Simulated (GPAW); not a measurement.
# SnTe (F-43m) in GPAW: convergence with convergence criteria

Aim: find how far convergence criteria must go before the results for SnTe settle, at PBE. This setting moves, with any that are tied to it; all else stays.

Everything below comes from runs of GPAW 26.7.0. Logs are shortened: lines on timing, memory, paths and dates and some standing lists are left out, and cuts for length are marked. The log counts tension as positive stress, the text compression.

## (1) The crystal as given

The structure is cubic, space group F-43m (No. 216). Conventional cell: a = 7.222 Å, b = 7.222 Å, c = 7.222 Å, α = 90.00°, β = 90.00°, γ = 90.00°. Around Te (site symmetry -43m) lie 4 Sn at 3.13 Å. Sn (site symmetry -43m) has 4 Te at 3.13 Å as nearest neighbours.

Measurements of this composition are mostly on another form, of space group No. 225.

## (2) With convergence criteria density=0.001 energy=0.01 eigenstates=0.0001

run.py reads:

```python
from ase import Atoms
from ase.dft.bandgap import bandgap
from ase.io import write
from ase.units import GPa
from gpaw import GPAW, PW

atoms = Atoms(['Te', 'Sn'],
              cell=[[0.0, 3.611146, 3.611146],
                    [3.611146, 0.0, 3.611146],
                    [3.611146, 3.611146, 0.0]],
              scaled_positions=[[0.25, 0.25, 0.25],
                                [0.0, 0.0, 0.0]],
              pbc=True)

calc = GPAW(mode=PW(600),
            xc='PBE',
            kpts={'size': (7, 7, 7), 'gamma': True},
            occupations={'name': 'fermi-dirac', 'width': 0.05},
            nbands=19,
            convergence={'density': 0.001, 'energy': 0.01, 'eigenstates': 0.0001},
            maxiter=100,
            txt='gpaw.txt')
atoms.calc = calc
energy = atoms.get_potential_energy()
forces = atoms.get_forces()
stress = atoms.get_stress()
calc.write('gs.gpw')
write('result.traj', atoms)
print(f'Energy: {energy:.6f} eV')
print('Forces (eV/A):')
print(forces.round(4))
print('Stress (GPa):', (stress / GPa).round(3))
print('Fermi level:', round(calc.get_fermi_level(), 4), 'eV')
print(f'Gap: {bandgap(calc)[0]:.4f} eV, direct: {bandgap(calc, direct=True)[0]:.4f} eV')
```

Potentials or basis: GPAW PAW data sets (gpaw-data 1.2.1), pw.

Launch:

```sh
> OMP_NUM_THREADS=1 python run.py
```

Wall time 18 s (1 thread of Arm Neoverse V1, shared host); peak memory 0.19 GiB.

What came out:

```
Free energy            : -7.3249 eV
Pressure               : -0.2 GPa
Band gap on the k mesh : 0.33 eV, indirect (least direct gap 0.82 eV)
```

## (3) With convergence criteria default

Edit run.py of step 2 so:

```diff
@@ -19,3 +19,2 @@
             nbands=19,
-            convergence={'density': 0.001, 'energy': 0.01, 'eigenstates': 0.0001},
             maxiter=100,
```

Potentials or basis: GPAW PAW data sets (gpaw-data 1.2.1), pw.

Launch:

```sh
> OMP_NUM_THREADS=1 python run.py
```

Run time: 24 s. Hardware: 1 thread of Arm Neoverse V1, shared host; peak memory 0.19 GiB.

Results (log left out):

```
Free energy            : -7.3249 eV
Pressure               : -0.2 GPa
Band gap on the k mesh : 0.33 eV, indirect (least direct gap 0.82 eV)
```

## (4) With convergence criteria density=1e-05 energy=1e-05

Edit run.py of step 3 so:

```diff
@@ -19,2 +19,3 @@
             nbands=19,
+            convergence={'density': 1e-05, 'energy': 1e-05},
             maxiter=100,
```

Launch:

```sh
> OMP_NUM_THREADS=1 python run.py
```

It took 26 s on 1 thread of Arm Neoverse V1, shared host; peak memory 0.19 GiB.

It converged, with:

```
Free energy            : -7.3249 eV
Pressure               : -0.2 GPa
Band gap on the k mesh : 0.33 eV, indirect (least direct gap 0.82 eV)
```

## (5) With convergence criteria density=1e-05 forces=0.0001

Edit run.py of step 4 so:

```diff
@@ -19,3 +19,3 @@
             nbands=19,
-            convergence={'density': 1e-05, 'energy': 1e-05},
+            convergence={'density': 1e-05, 'forces': 0.0001},
             maxiter=100,
```

Launch:

```sh
> OMP_NUM_THREADS=1 python run.py
```

Wall time 27 s (1 thread of Arm Neoverse V1, shared host); peak memory 0.19 GiB.

The run converged. Its results:

```
Free energy            : -7.3249 eV
Pressure               : -0.2 GPa
Band gap on the k mesh : 0.33 eV, indirect (least direct gap 0.82 eV)
```

## (6) With convergence criteria density=1e-06 energy=1e-06 eigenstates=1e-10

Edit run.py of step 5 so:

```diff
@@ -19,3 +19,3 @@
             nbands=19,
-            convergence={'density': 1e-05, 'forces': 0.0001},
+            convergence={'density': 1e-06, 'energy': 1e-06, 'eigenstates': 1e-10},
             maxiter=100,
```

Potentials or basis: GPAW PAW data sets (gpaw-data 1.2.1), pw.

Launch:

```sh
> OMP_NUM_THREADS=1 python run.py
```

gpaw.txt:

```text
__  _  _
 | _ |_)|_||  |
 |__||  | ||/\| - 26.7.0

Input parameters:
  mode=PW(ecut=600.0),
  convergence={'density': 1e-06, 'energy': 1e-06, 'eigenstates': 1e-10},
  kpts=MonkhorstPack(size=(7, 7, 7), gamma=True),
  maxiter=100,
  nbands=19,
  occupations=Occupations(name='fermi-dirac', width=0.05),
  xc=XC(name='PBE')

Diagonalizing LCAO Hamiltonian
Converting LCAO to pw mode

             Te

       Sn

Atoms  # Å, Bohr magnetons
|   | symbol |        x |        y |        z |    initial magnetic moments |
|---|--------|----------|----------|----------|-----------------------------|
| 0 |     Te | 1.805573 | 1.805573 | 1.805573 | ( 0.0000,  0.0000,  0.0000) |
| 1 |     Sn | 0.000000 | 0.000000 | 0.000000 | ( 0.0000,  0.0000,  0.0000) |

Unit cell  # Å
| periodic |        x |        y |        z |  lengths |    angles |
|----------|----------|----------|----------|----------|-----------|
|      yes | 0.000000 | 3.611146 | 3.611146 | 5.106932 | 60.000000 |
|      yes | 3.611146 | 0.000000 | 3.611146 | 5.106932 | 60.000000 |
|      yes | 3.611146 | 3.611146 | 0.000000 | 5.106932 | 60.000000 |

Number of symmetries: 24
Symmetry operations  # r_c * U_cc + t_c -> r_c
|    | kind |            matrix            |
|----|------|------------------------------|
|  0 |  E   |  1, 0, 0,  0, 1, 0,  0, 0, 1 |
|  1 |  σ   |  1, 0, 0,  0, 0, 1,  0, 1, 0 |
|  2 |  σ   |  1, 0,-1,  0, 1,-1,  0, 0,-1 |
|  3 |  C3  |  1, 0,-1,  0, 0,-1,  0, 1,-1 |
|  4 |  C3  |  1,-1, 0,  0,-1, 1,  0,-1, 0 |
|  5 |  σ   |  1,-1, 0,  0,-1, 0,  0,-1, 1 |
|  6 |  σ   |  0, 1, 0,  1, 0, 0,  0, 0, 1 |
|  7 |  C3  |  0, 1, 0,  0, 0, 1,  1, 0, 0 |
|  8 |  C2  |  0, 1,-1,  1, 0,-1,  0, 0,-1 |
|  9 |  S4  |  0, 1,-1,  0, 0,-1,  1, 0,-1 |
| 10 |  C3  |  0, 0, 1,  1, 0, 0,  0, 1, 0 |
| 11 |  σ   |  0, 0, 1,  0, 1, 0,  1, 0, 0 |
| 12 |  S4  |  0, 0,-1,  1, 0,-1,  0, 1,-1 |
| 13 |  C3  |  0, 0,-1,  0, 1,-1,  1, 0,-1 |
| 14 |  S4  |  0,-1, 1,  1,-1, 0,  0,-1, 0 |
| 15 |  C2  |  0,-1, 1,  0,-1, 0,  1,-1, 0 |
| 16 |  C3  |  0,-1, 0,  1,-1, 0,  0,-1, 1 |
| 17 |  S4  |  0,-1, 0,  0,-1, 1,  1,-1, 0 |
| 18 |  S4  | -1, 1, 0, -1, 0, 1, -1, 0, 0 |
| 19 |  C3  | -1, 1, 0, -1, 0, 0, -1, 0, 1 |
| 20 |  C3  | -1, 0, 1, -1, 1, 0, -1, 0, 0 |
| 21 |  S4  | -1, 0, 1, -1, 0, 0, -1, 1, 0 |
| 22 |  σ   | -1, 0, 0, -1, 1, 0, -1, 0, 1 |
| 23 |  C2  | -1, 0, 0, -1, 0, 1, -1, 1, 0 |

BZ-sampling:
  Number of BZ points: 343
  Number of IBZ points: 20

  Monkhorst-Pack size: [7, 7, 7]
  Monkhorst-Pack shift: [0, 0, 0]

K-points  # in reciprocal-cell coordinates
|     |                                coordinates |     weight |
|-----|--------------------------------------------|------------|
|   0 | (  0.00000000,   0.00000000,   0.00000000) | 0.00291545 |
|   1 | (  0.14285714,   0.14285714,   0.00000000) | 0.01749271 |
|   2 | (  0.14285714,   0.14285714,   0.14285714) | 0.02332362 |
|   3 | (  0.28571429,   0.14285714,   0.14285714) | 0.03498542 |
|   4 | (  0.28571429,   0.28571429,   0.00000000) | 0.01749271 |
|   5 | (  0.28571429,   0.28571429,   0.14285714) | 0.06997085 |
|   6 | (  0.28571429,   0.28571429,   0.28571429) | 0.02332362 |
|   7 | (  0.42857143,  -0.28571429,  -0.28571429) | 0.03498542 |
|   8 | (  0.42857143,   0.28571429,  -0.42857143) | 0.13994169 |
|   9 | (  0.42857143,   0.28571429,  -0.28571429) | 0.06997085 |
| ... |                                            |            |
|  19 | (  0.42857143,   0.42857143,   0.42857143) | 0.02332362 |

Plane wave coefficients: 3166
Cutoff: 600.0 eV

Spin-components: 1 (collinear spins)
Bands:           19
Projectors:      11
Spin-degeneracy: 2
Datatype:        complex128

Parallelization:
  kpt:    1
  domain: 1
  band:   1

Density:
  Valence electrons: 20.0
  Components: 1
  Grid points: [30 30 30]
  Charge: 0.0  # |e|

Potential:
  Grid points: [30 30 30]

species:
  Te:
    name:    Tellurium
    Z:       52.0
    valence: 6
    core:    46
    charge:  0.0  # [|e|]
    compensation charges:
      type: gauss
      rc: 0.36  # [Å]
      lmax: 2
    cutoffs:
      filter: 2.09  # [Å]
      core: 3.17  # [Å]
    projectors
    | kind |    occ | energy [eV] | rcut [Å] |
    |------|--------|-------------|----------|
    |   5s |  2.000 |     -15.089 |    1.180 |
    |   5p |  4.000 |      -5.955 |    1.196 |
    |    s |        |      12.123 |    1.180 |
    |    p |        |      21.256 |    1.196 |
    |    d |        |       0.000 |    1.238 |

    Using partial waves for Te as LCAO basis

  Sn:
    name:    Tin
    Z:       50.0
    valence: 14
    core:    36
    charge:  0.0  # [|e|]
    compensation charges:
      type: gauss
      rc: 0.38  # [Å]
      lmax: 2
    cutoffs:
      filter: 2.23  # [Å]
      core: 2.35  # [Å]
    projectors
    | kind |    occ | energy [eV] | rcut [Å] |
    |------|--------|-------------|----------|
    |   5s |  2.000 |     -10.538 |    1.201 |
    |   5p |  2.000 |      -3.696 |    1.270 |
    |   4d | 10.000 |     -25.845 |    1.185 |
    |    s |        |      16.674 |    1.201 |
    |    p |        |      23.515 |    1.270 |
    |    d |        |       1.367 |    1.185 |

    Using partial waves for Sn as LCAO basis

Reference energy: -352801.376741  # eV

eigensolver:
  PPCG
  Converge bands: occupied
  niter=2

density mixing:
  MSR1-Mixer
  Pratt-step length: 0.05
  Maximum mixing coefficient: 0.75
  Old densities: 10
  SVD Regularization: 0.005
  Good broyden scale: 1.0
  Trust region scale: 1.0
  Backstep threshold: 4.0
  History deletion threshold: 6.0
  Fourier metric: weight=20.0, sigma=0.015

occupation numbers:
  Fermi-Dirac:
    width: 0.0500  # eV

poisson solver:
  ecut: 4800.0  # eV

xc functional:
  name: PBE with 2 nearest neighbor stencil

convergence criteria:
- Maximum integral of absolute [dens]ity change: 1e-06 electrons / valence electron
- Maximum [total energy] change in last 3 cyles: 1e-06 eV / valence electron
- Maximum integral of absolute [eigenst]ate change: 1e-10 eV^2 / valence electron
maximum number of iterations: 100

SCF iterations
|iter     | |      energy | eigst |  dens |
|---------|-|-------------|-------|-------|
|iter:   1| |   -7.442838 | -0.22 |       |
|iter:   2| |   -7.415973 | -2.17 | -1.30 |
|iter:   3| |   -7.322303 | -2.43 | -1.35 |
|iter:   4| |   -7.324012 | -3.70 | -1.91 |
|iter:   5| |   -7.324279 | -4.13 | -2.29 |
|iter:   6| |   -7.324320 | -5.52 | -3.16 |
|iter:   7| |   -7.324326 | -6.39 | -3.62 |
|iter:   8| |   -7.324326c| -7.64 | -4.78 |
|iter:   9| |   -7.324326c| -8.54 | -5.17 |
|iter:  10| |   -7.324326c| -9.42 | -5.75 |
|iter:  11| |   -7.324326c|-10.58c| -6.43c|

Converged in 11 steps
Energy contributions relative to reference atoms: (reference = -352801.376741)

Energy contributions:
  Kinetic:          10.490251
  Coulomb:         -11.987140
  Zero:              0.173625
  External:          0.000000
  Xc:               -6.000465
  Entropy:          -0.001194
  Spinorbit:         0.000000
  ----------------------------
  Free energy:      -7.324923
  Extrapolated:     -7.324326

dipole moment: (-28.247902, -28.247902, -28.247902)  # |e|*Ang

Fermi level: 2.866
Eigenvalues  # (at kpt = [0.000, 0.000, 0.000])
| band index |      eig [eV] | occ [0-2] |
|------------|---------------|-----------|
|          0 |       -18.940 |     2.000 |
|        ... |               |           |
|          2 |       -18.940 |     2.000 |
|          3 |       -18.931 |     2.000 |
|          4 |       -18.931 |     2.000 |
|          5 |        -8.660 |     2.000 |
|          6 |        -2.314 |     2.000 |
|          7 |         0.911 |     2.000 |
[... 9 lines left out ...]
|         17 |        10.483 |     0.000 |
|         18 |        10.483 |     0.000 |

Gap: 0.330 eV
Transition (v -> c):
  (s=0, k=9, n=9, [0.43, 0.29, -0.29]) -> (s=0, k=16, n=10, [0.43, 0.43, 0.00])
Direct/indirect transitions are different
Direct gap: 0.823 eV
Transition at: (s=0, k=16, n=9, [0.43, 0.43, 0.00])

Forces  # eV/Ang
|        x |        y |        z |
|----------|----------|----------|
| -0.00000 |  0.00000 |  0.00000 |  # Te   0
|  0.00000 | -0.00000 | -0.00000 |  # Sn   1

Stress tensor  # eV/Ang^3
|        x |        y |        z |
|----------|----------|----------|
| 0.001077 | 0.000000 | 0.000000 |
| 0.000000 | 0.001077 | 0.000000 |
| 0.000000 | 0.000000 | 0.001077 |

# Writing to gs.gpw (mode='')
```

Wall time 32 s (1 thread of Arm Neoverse V1, shared host); peak memory 0.19 GiB.

Results:

```yaml
Free_energy: -7.3249 eV
Pressure: -0.2 GPa
Band_gap_on_the_k_mesh: 0.33 eV, indirect (least direct gap 0.82 eV)
```

## (7) Summary

| convergence criteria | energy less the tightest run, at zero smearing (meV/atom) | SCF cycles | CPU time (s) | peak memory (GiB) |
| --- | --- | --- | --- | --- |
| density=0.001 energy=0.01 eigenstates=0.0001 | 0.00 | 6 | 18 | 0.19 |
| default | 0.00 | 8 | 24 | 0.19 |
| density=1e-05 energy=1e-05 | 0.00 | 9 | 26 | 0.19 |
| density=1e-05 forces=0.0001 | 0.00 | 10 | 27 | 0.19 |
| density=1e-06 energy=1e-06 eigenstates=1e-10 | 0.00 | 11 | 32 | 0.19 |

Against the tightest run, the energy stays within 1 meV/atom from density=0.001 energy=0.01 eigenstates=0.0001 on. The tightest run that finished is the yardstick and may itself not be fully converged.

Caveats: spin-orbit coupling is left out, which moves the levels of the heavy elements; an odd mesh through Γ misses points on the zone boundary, where band edges often lie.
